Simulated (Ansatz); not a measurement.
# TiSe2: LAPW beside PAW, part 2 of 2

The same cell of TiSe2 is computed with full-potential LAPW, PAW with frozen cores and datasets made for this crystal, to set the results side by side.

Ansatz 0.2.0; DFT PBEsol; a database cell (COD). «Crystal datasets» are all-electron PAW datasets made for this crystal. The steps go on from the part before.

## (3) PAW with frozen cores

A COD entry behind a cell of this session may itself be a prediction, so a difference from it is no test against experiment.

File input.yaml:

```yaml
crystal:
  lattice:
    - [3.5360018066, 0.0, 0.0]
    - [-1.7680009033, 3.0622673924, 0.0]
    - [0.0, 0.0, 6.004]
  atoms:
    - { symbol: Ti, position: [0.0, 0.0, 0.0] }
    - { symbol: Se, position: [0.3333333333, 0.6666666667, 0.2552] }
    - { symbol: Se, position: [0.6666666667, 0.3333333333, 0.7448] }
kpoints:
  mp_grid: { grid: [12, 12, 6] }
  band_path:
    path:
      - [0.0, 0.0, 0.0]
      - [0.5, 0.0, 0.0]
      - [0.3333333333, 0.3333333333, 0.0]
      - [0.0, 0.0, 0.0]
      - [0.0, 0.0, 0.5]
      - [0.5, 0.0, 0.5]
      - [0.3333333333, 0.3333333333, 0.5]
      - [0.0, 0.0, 0.5]
      - [0.5, 0.0, 0.5]
    npoints: 14
scf:
  occupations: { method: fermi_dirac, width: 0.03 }
hamiltonian:
  xc: pbesol
  pseudopotentials: { kind: paw }
output:
  forces: true
  stress: true
  eigenvalues: true
  efg: { contact_densities: true }
  populations: true
  bader: true
  dos: { projected: true, de: 0.2, e_range: [-14, 8] }
  write_density: true
  write_potential: true
  elf: true
  volumetric_format: npy
```

On the command line:

```bash
ansatz run input.yaml --threads 1 --pin off --max-ram 6144MiB --backend cpu --events-out ev --progress --plain --runs-dir out
```

Output:

```text
Engine: ansatz 0.2.0
Pseudopotentials: kind: paw
Pseudopotential: Ti, paw, valence charge 12, recommended cutoff 420 eV (normal)
Pseudopotential: Se, paw, valence charge 16, recommended cutoff 420 eV (normal)
Functional definition: PBEsol
  exchange = pbesol_x
  correlation = pbesol_c
Crystal: 3 atoms, lattice volume = 65.012 Å³
Basis set: ecut = 420 eV, 1287 PW (Γ), exchange–correlation on 48×48×90 points (8 copies of the dense FFT grid, shifted against one another)
Bands: 27, of which v1, the nominal top of the filled ones, is band 22 counted from 1 (21 counted from 0)
Symmetry: 12 space group operations
Space group: P-3m1 (ITA 164), of the structure as read, at distance tolerance 4.0e-5 Å
k-points: 100 of 864
Non-local potential: Ti, projectors of the file, l = 0: 3, l = 1: 2, l = 2: 3, l = 3: 1
Non-local potential: Se, projectors of the file, l = 0: 2, l = 1: 2, l = 2: 3, l = 3: 1
PAW form: soft (Blöchl's): semilocal exchange-correlation on the pseudo side does not see the compensation charge
PAW frozen core: Ti, regenerated for the run's functional, and the local potential with it (the file was generated under x = pbe(κ = 0.804, μ = 0.2195149727645171), c = pbe(β = 0.06672455060314922))
PAW frozen core: Se, regenerated for the run's functional, and the local potential with it (the file was generated under x = pbe(κ = 0.804, μ = 0.2195149727645171), c = pbe(β = 0.06672455060314922))
PAW one-centre angular grid: Ti, 590 points (default); XC on 64 Gauss nodes
PAW one-centre angular grid: Se, 590 points (default); XC on 64 Gauss nodes
Initial density: superposition of atomic densities (neutral atoms: chi_scale 0, normalization atom), corrected by the library's trained network
Initial wavefunctions: pseudopotential atomic-orbital guess
Functional: x = pbesol(κ = 0.804, μ = 0.12345679012345678), c = pbesol(β = 0.046)
SCF iter   1: F=—  HF=-13325.728729 eV  |F-HF|=—  |Δ(HF+E_count)|=         —  Δρ=5.13e-3  dr2=2.31e-2  ethr=1.77e-3  ⟨swp⟩=5.9  Hψ=10293  notcnv=0
preconditioner: auto → LDOS  [metal: Δε(μ)=0.059 eV  Ē_g=7.213 eV  σ=0.030 eV  W_gap=0.42  n_scr=22 (ndim 8)  ℏωp=18.4 eV  f_vac=0.032  D(μ)=0.67/eV (n_scr^D=2)  β→1.0]
SCF iter   2: F=—  HF=-13325.735563 eV  |F-HF|=—  |Δ(HF+E_count)|=   6.83e-3  Δρ=8.68e-3  dr2=8.90e-2  ethr=5.24e-5  ⟨swp⟩=2.3  Hψ=6248  notcnv=0  defer=17
SCF iter   3: F=—  HF=-13325.725883 eV  |F-HF|=—  |Δ(HF+E_count)|=   9.68e-3  Δρ=1.39e-3  dr2=3.19e-3  ethr=5.24e-5  ⟨swp⟩=2.1  Hψ=4266  notcnv=0  defer=17
SCF iter   4: F=—  HF=-13325.725446 eV  |F-HF|=—  |Δ(HF+E_count)|=   4.37e-4  Δρ=1.52e-4  dr2=2.86e-5  ethr=7.24e-6  ⟨swp⟩=2.0  Hψ=3322  notcnv=0  defer=17
SCF iter   5: F=—  HF=-13325.725441 eV  |F-HF|=—  |Δ(HF+E_count)|=   5.80e-6  Δρ=3.62e-5  dr2=1.40e-6  ethr=6.50e-8  ⟨swp⟩=2.0  Hψ=4782  notcnv=0  defer=17
SCF iter   6: F=-13325.725440 eV  HF=-13325.725440 eV  |F-HF|=2.15e-8  |Δ(HF+E_count)|=   2.63e-7  Δρ=1.05e-5  dr2=5.09e-8  ethr=2.27e-10  ⟨swp⟩=6.8  Hψ=17582  notcnv=0
SCF 1 converged in 6 iterations: F = -13325.725440 eV  dr2 = 5.09e-8
NSCF: frozen V_eff on 113 k-points
SCF converged after 6 iterations
Free energy (F): -13325.725440 eV
Harris-Foulkes:  -13325.725440 eV  (|F-HF|=2.15e-8)
Internal energy: -13325.723209 eV  (E = F + TS)
E sigma→0 (E₀):  -13325.724325 eV
Entropy (-TS):   -0.002231 eV (-0.744 meV/atom)
Fermi energy:    9.518665 eV
--- Per-component energies (eV) ---
  E_band       = -927.525738
  E_kinetic    = 508.733346
  E_local      = -5783.535154  (includes V_loc(G=0)·N_el)
  E_nonlocal   = -1177.532818
  E_hartree    = 2788.224191
  E_xc         = -304.106073
  E_vxc        = -318.663060  (∫ρ·V_xc dr)
  E_paw        = -4757.016485  (= ΣΔE_a)
  E_vpaw       = 267.028370  (= ΣTr[D̂ρ^β])
  E_aug_tail   = -0.001092  (compensation charges beyond the density's cutoff)
  E_ewald      = -4602.645409
  E_core_change = 2.156285  (= ΣΔE_core)
  E_smearing   = -0.002231  (= −TS)
  E_closure    = -0.000000  (closes the sum)
  Σ components = -13325.725440   (vs F -13325.725440, Δ=0.00e0)
--- Forces (eV/Å), atoms counted from 1 ---
  atom   1  Ti    -0.00000000     0.00000000     0.00000000
  atom   2  Se    -0.00000000     0.00000000    -0.10243538
  atom   3  Se    -0.00000000    -0.00000000     0.10243538
  max |Σ_I F_I| component: 1.39e-17 eV/Å
--- Stress (GPa, compression-positive) ---
       -2.712173       0.000000      -0.000000
       -0.000000      -2.712173      -0.000000
       -0.000000      -0.000000      -1.415324
  P = ⅓ Tr σ = -2.2799 GPa (-22.799 kbar)
--- PAW observables at the nuclei: V_zz in 10²¹ V/m², potentials from the cell's mean, atoms counted from 1 ---
  atom   1  Ti V_zz =    -2.493644   η = 0.0000   by run symmetry: allowed
            electrostatic potential = -2526.448665 V   contact ρ = 56638.419172 e/Å³
  atom   2  Se V_zz =    -2.306341   η = 0.0000   by run symmetry: allowed
            electrostatic potential = -4711.081389 V   contact ρ = 262401.606974 e/Å³
  atom   3  Se V_zz =    -2.306341   η = 0.0000   by run symmetry: allowed
            electrostatic potential = -4711.081389 V   contact ρ = 262401.606974 e/Å³
--- Band table (eV; the first three rows and the last of 100) ---
  k-point 0: bands = ["-47.8129", "-37.8040", "-37.8040", "-37.8039", "-37.8039", "-37.7959", "-37.7959", "-37.7953", "-37.7953", "-37.7913", "-37.7908", "-24.1485", "-24.1338", "-24.1338", "-4.4372", "-2.9955", "4.1479", "7.2273", "7.2273", "9.7330", "9.9784", "9.9784", "10.0246", "10.0246", "10.1537", "12.8737", "12.8737"]
  k-point 1: bands = ["-47.8129", "-37.8042", "-37.8042", "-37.8038", "-37.8038", "-37.7959", "-37.7959", "-37.7954", "-37.7954", "-37.7912", "-37.7908", "-24.1486", "-24.1338", "-24.1338", "-4.3706", "-3.1095", "4.4112", "7.2407", "7.2407", "8.9356", "9.9564", "9.9564", "9.9852", "9.9852", "10.5038", "12.9571", "12.9571"]
  k-point 2: bands = ["-47.8129", "-37.8043", "-37.8043", "-37.8036", "-37.8036", "-37.7958", "-37.7958", "-37.7954", "-37.7954", "-37.7912", "-37.7909", "-24.1486", "-24.1338", "-24.1338", "-4.1911", "-3.3792", "5.1091", "7.2686", "7.2686", "7.7455", "9.8547", "9.8547", "9.9691", "9.9691", "10.6914", "13.1217", "13.1217"]
  k-point 99: bands = ["-47.8047", "-37.8037", "-37.8032", "-37.8032", "-37.8023", "-37.7959", "-37.7959", "-37.7956", "-37.7954", "-37.7900", "-37.7900", "-24.1969", "-24.1969", "-24.1251", "-2.6640", "-2.6640", "5.2301", "5.2301", "5.7137", "6.3862", "7.4669", "7.4669", "10.6208", "10.7779", "10.7779", "12.9630", "12.9630"]
--- Löwdin populations: 3 sites ---
  site symbol       q [e]
     0     Ti     11.2959
     1     Se     16.2761
     2     Se     16.2761
  spilling = 0.003452 (of n_electrons = 44.000000)
--- Bader charges: 3 sites ---
  site symbol  charge [e]  shift [e]
     0     Ti      1.5522     0.0003
     1     Se     -0.7761     0.0001
     2     Se     -0.7761     0.0001
  estimated error of the sums over rays = 6.3e-4 e
```

Run time: 46 s. Hardware: 1 thread of Intel Xeon Platinum 8375C at 2.90GHz (Ice Lake), shared host; peak memory 0.53 GiB.

In short: pressure -2.28 GPa; no gap; largest force 0.102 eV/Å; Vzz Ti1 -2.49 (η = 0.00), Se2 -2.31 (η = 0.00) (10²¹ V/m²).

```tsv
atom	Bader charge (e)	basin volume (Å³)
Ti1	+1.55	10.04
Se2	-0.78	27.49
```

Density in a lattice plane of the grid's cell (edges 3.54 and 6.00 Å, at 0.000 of the third edge), which holds Ti.

Ten even steps from ' ' (0.02 e/Å³) to '@' (10.12 e/Å³):
```
%%**--..              ..--**
--::..                  ..::
                            
                            
                            
                            
                            
                            
                            
                            
                            
                            
                            
                            
                            
                            
                            
--::..                  ..::
%%**--..              ..--**
@@%%++..              ..++%%
```
Columns run along the first of these edges and rows up along the second, over one cell in 14 and 20 even steps from the bottom left corner. Atoms in the plane (fractional): Ti at (0.00, 0.00).

ELF in the same plane.

Ten even steps from ' ' (0.00) to '@' (0.73):
```
--**%%==..::======::..==%%**
####**::::++######++::::**##
::::..::++%%@@@@@@%%++::..::
  ..::++%%@@@@@@@@@@%%++::..
....--**%%@@@@@@@@@@%%**--..
....--++%%@@@@@@@@@@%%++--..
  ..::==**%%@@@@@@%%**==::..
    ..::==**######**==::..  
        ..::::::::::..      
            ......          
        ..::::::::::..      
    ..::==**######**==::..  
  ..::==**%%@@@@@@%%**==::..
....--++%%@@@@@@@@@@%%++--..
....--**%%@@@@@@@@@@%%**--..
  ..::++%%@@@@@@@@@@%%++::..
::::..::++%%@@@@@@%%++::..::
####**::::++######++::::**##
--**%%==..::======::..==%%**
  ::##++....::--::....++##::
```
Columns run along the first of these edges and rows up along the second, over one cell in 14 and 20 even steps from the bottom left corner. Atoms in the plane (fractional): Ti at (0.00, 0.00).

Both are smooth fields of the valence electrons: close to the nuclei they are not physical.

Maxima of ELF outside the ion cores: 0.85 beside Se, off the lines to its neighbours, 0.8 Å from Se; 0.81 on the Se–Ti line, 0.9 Å from Se.

## (4) Datasets made for this crystal

input.yaml, as its differences from that of step 3:

```diff
@@ -22,3 +22,3 @@
       - [0.5, 0.0, 0.5]
-    npoints: 14
+    npoints: 8
 scf:
@@ -27,3 +27,3 @@
   xc: pbesol
-  pseudopotentials: { kind: paw }
+  pseudopotentials: { kind: all_electron, datasets: crystal }
 output:
@@ -33,8 +33 @@
   efg: { contact_densities: true }
-  populations: true
-  bader: true
-  dos: { projected: true, de: 0.2, e_range: [-14, 8] }
-  write_density: true
-  write_potential: true
-  elf: true
-  volumetric_format: npy
```

On the command line:

```bash
ansatz run input.yaml --threads 1 --pin off --max-ram 6144MiB --backend cpu --events-out ev --progress --plain --runs-dir out
```

Output (excerpt; [...] marks lines left out):

```text
[...]
[... 1 set-up line as earlier in the session ...]
Pseudopotential: Ti, paw, valence charge 12, recommended cutoff 220 eV (normal), Koelling and Harmon's equation, gaussian nucleus
Pseudopotential: Se, paw, valence charge 16, recommended cutoff 220 eV (normal), Koelling and Harmon's equation, gaussian nucleus
[... 1 set-up line as earlier in the session ...]
[...]
Crystal: 3 atoms, lattice volume = 65.012 Å³
Basis set: ecut = 220 eV, 501 PW (Γ), exchange–correlation on 40×40×72 points (8 copies of the dense FFT grid, shifted against one another)
Bands: 12, of which v1, the nominal top of the filled ones, is band 8 counted from 1 (7 counted from 0)
[... 2 set-up lines as earlier in the session ...]
k-points: 100 of 864
[...]
--- Stress (GPa, compression-positive) ---
       -2.718595       0.000000      -0.000000
        0.000000      -2.718595      -0.000000
       -0.000000      -0.000000      -1.418565
  P = ⅓ Tr σ = -2.2853 GPa (-22.853 kbar)
  It holds what live shells' own plane waves past their cutoff add
--- PAW observables at the nuclei: V_zz in 10²¹ V/m², potentials from the cell's mean, atoms counted from 1 ---
  atom   1  Ti V_zz =    -2.477281   η = 0.0000   by run symmetry: allowed
            electrostatic potential = -2524.986067 V   contact ρ = 56685.381724 e/Å³
  atom   2  Se V_zz =    -2.336901   η = 0.0000   by run symmetry: allowed
            electrostatic potential = -4709.429105 V   contact ρ = 262469.577928 e/Å³
  atom   3  Se V_zz =    -2.336901   η = 0.0000   by run symmetry: allowed
            electrostatic potential = -4709.429105 V   contact ρ = 262469.577928 e/Å³
--- Band table (eV; the first three rows and the last of 100) ---
  k-point 0: bands = ["-3.8814", "-2.4405", "4.7025", "7.7824", "7.7824", "10.2884", "10.5337", "10.5337", "10.5804", "10.5804"]
[...]
```

Run time: 53 s. Hardware: 1 thread of Intel Xeon Platinum 8375C at 2.90GHz (Ice Lake), shared host; peak memory 0.75 GiB.

In short: pressure -2.29 GPa; largest force 0.102 eV/Å; Vzz Ti1 -2.48 (η = 0.00), Se2 -2.34 (η = 0.00) (10²¹ V/m²).

```tsv
atom	contact density (e/Å³)
Ti1	56685.38
Se2	262469.6
```

## (5) The methods compared

| method | pressure (GPa) | largest force (eV/Å) | Vzz Ti1 (10²¹ V/m²) | Vzz Se2 (10²¹ V/m²) | SCF cycles, all passes |
| --- | --- | --- | --- | --- | --- |
| LAPW | -2.28 | 0.103 | – | – | 11 |
| PAW | -2.28 | 0.102 | -2.49 | -2.31 | 6 |
| crystal datasets | -2.29 | 0.102 | -2.48 | -2.34 | 12 |

## (6) Summary of results

The summary covers parts 1 to 2.

| quantity | value |
| --- | --- |
| pressure | LAPW -2.28, PAW -2.28, crystal datasets -2.29 GPa |
| gap (LAPW) | none |
| largest force | LAPW 0.103, PAW 0.102, crystal datasets 0.102 eV/Å |
| Bader charges (PAW) | Ti1 +1.55, Se2 -0.78 e |
| highest ELF (PAW) | 0.85, 0.82 Å from Se |

**Reading.** The pressure of -2.3 GPa pushes the cell to shrink, with the atoms held in place. Bands cross the Fermi level: the crystal is a metal at this level. Within 0.3 eV of the Fermi level the largest projected share is Ti 3d (64 %). The projection holds only the free atom's occupied shells (Ti 4s, Ti 3d, Se 4s, Se 4p in this range). The field gradient at Ti1, the largest by crystal datasets, is -2.49 by PAW and -2.48 by crystal datasets (10²¹ V/m²), within 5 %. In pressure, PAW differs from LAPW by less than 0.01 GPa. The forces differ by at most 1 meV/Å in a component, on a largest force of 0.103 eV/Å. The price, with the outputs that each input asks for: 80 s for LAPW against 46 s for PAW, about 1.7 to one.
